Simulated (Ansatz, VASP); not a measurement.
## One calculation of NaCl, two programs

```xyz
2
Lattice="0.0000 2.7941 2.7941 2.7941 0.0000 2.7941 2.7941 2.7941 0.0000" Properties=species:S:1:pos:R:3 pbc="T T T"
Na    0.0000    0.0000    0.0000
Cl    2.7941    2.7941    2.7941
```

The cell is a database's computed one.

Alike in both runs: task relaxation of cell and atoms; functional PBEsol; k mesh 8 × 8 × 8; occupations gaussian, width 0.02 eV; no spin polarisation.

|  | VASP | Ansatz |
| --- | --- | --- |
| version | VASP 6.6.1 | Ansatz 0.2.0 |
| potentials or method | VASP PAW PBE potentials, release 64 (Na_pv, Cl) | scalar-relativistic, plane waves, PAW |
| plane-wave cutoff (eV) | 600 | 420 |
| valence electrons in the cell | 14 | 16 |

VASP gave:

```
gap on the k mesh at the Fermi level, each at its own relaxed structure (eV) : 5.00
relaxed volume (Å³/atom)                                                     : 22.02
relaxed cell length with the largest relative difference (Å)                 : 3.964
```

What did Ansatz give for the same quantities?

gap on the k mesh at the Fermi level, each at its own relaxed structure (eV): 5.01; relaxed volume (Å³/atom): 21.98; relaxed cell length with the largest relative difference (Å): 3.961.

The two sets of potentials don't hold the same shells in valence.

Caveats: the PAW data sets were made with another functional, which shifts forces and pressure a little (VASP). A hybrid or GW would open this gap; PBEsol tends to underestimate it.
